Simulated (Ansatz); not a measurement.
Crystal: TaN.

```
Ta N
1.0
     2.93800    0.00000    0.00000
    -1.46900    2.54438    0.00000
     0.00000    0.00000    2.88300
Ta N
1 1
Direct
  0.00000 0.00000 0.50000
  0.66667 0.33333 0.00000
```

Base run:

- Program: Ansatz 0.2.0
- Functional: PBEsol
- Potentials or basis: all-electron LAPW, scalar-relativistic
- Cutoff: 350 eV (chosen from the basis error)
- Basis error allowed: 0.001 eV/atom
- k mesh: 10 × 10 × 9
- Occupations: fermi-dirac, width 0.05 eV
- Spin: no spin polarisation
- Hubbard terms: Ta d U = 4 eV

Its results: pressure -1.1 GPa.

Q: The run is repeated on the same cell with these changes: hubbard terms from Ta d U = 4 eV to none. What comes out?

A: Pressure -4.8 GPa.

Caveats: U is the effective U less J, on atomic orbitals that reach past the spheres (some runs); U without spin polarisation on a metal has little footing (some runs).
